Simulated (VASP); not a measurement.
From VASP inputs to Ansatz: CaO (rocksalt)

INCAR, step 1 (PBE orbitals to start from)

```
PREC = Accurate
SIGMA = 0.01
ENCUT = 520
LREAL = .FALSE.
NBANDS = 15
LCHARG = .FALSE.
EDIFF = 1E-5
LASPH = .TRUE.
NELM = 120
GGA = PE
ISMEAR = 0
LWAVE = .TRUE.
```

INCAR, step 2

```
ENCUT = 520
ALGO = Normal
ISIF = 2
ISMEAR = 0
NBANDS = 15
NSW = 0
HFRCUT = -1
GGA = PE
LCHARG = .FALSE.
AEXX = 0.25
LASPH = .TRUE.
EDIFF = 1E-7
NELM = 120
SIGMA = 0.01
ISTART = 1
PRECFOCK = Fast
LWAVE = .FALSE.
LREAL = .FALSE.
PREC = Accurate
LHFCALC = .TRUE.
IBRION = -1
```

KPOINTS

```
KPOINTS created by Atomic Simulation Environment
0
Gamma
6 6 6
0 0 0
```

KPOINTS_OPT

```
special points
6
Reciprocal
0.0000000000 0.0000000000 0.0000000000 1
0.5000000000 0.0000000000 0.5000000000 1
0.5000000000 0.2500000000 0.7500000000 1
0.3750000000 0.3750000000 0.7500000000 1
0.5000000000 0.5000000000 0.5000000000 1
0.6250000000 0.2500000000 0.6250000000 1
```

POSCAR

```
Ca O
 1.0000000000000000
    -0.0000000000000000    2.3975501229068663    2.3975501229068663
     2.3975501229068663   -0.0000000000000000    2.3975501229068663
     2.3975501229068663    2.3975501229068663   -0.0000000000000000
 Ca  O
   1   1
Cartesian
  0.0000000000000000  0.0000000000000000  0.0000000000000000
  2.3975501229068663  2.3975501229068663  2.3975501229068663
```

VASP ran with the recommended PBE PAW datasets (16 valence electrons in the cell).

Q: Write an Ansatz input for this cell and level of theory.

A: 

```yaml
crystal:
  lattice:
    - [0.0, 2.3975501229, 2.3975501229]
    - [2.3975501229, 0.0, 2.3975501229]
    - [2.3975501229, 2.3975501229, 0.0]
  atoms:
    - { symbol: Ca, position: [0.0, 0.0, 0.0] }
    - { symbol: O, position: [0.5, 0.5, 0.5] }
kpoints:
  mp_grid: { grid: [6, 6, 6] }
  band_path:
    path:
      - [0.0, 0.0, 0.0]
      - [0.5, 0.0, 0.5]
      - [0.5, 0.25, 0.75]
      - [0.375, 0.375, 0.75]
      - [0.5, 0.5, 0.5]
      - [0.625, 0.25, 0.625]
    npoints: 1
hamiltonian:
  xc: pbe0
scf:
  occupations: { method: fixed }
  n_extra_bands: 4
output:
  forces: true
  stress: true
  eigenvalues: true
```

Other inputs would serve too.

```tsv
	VASP	Ansatz
gap between bands v and c	6.04 eV	6.05 eV
least direct gap	6.47 eV	6.48 eV
pressure	0.9 GPa	0.1 GPa
```

Each program uses its own PAW datasets. VASP's cell holds 16 valence electrons and Ansatz's 16. Ansatz's stress includes a Pulay correction; VASP's doesn't.
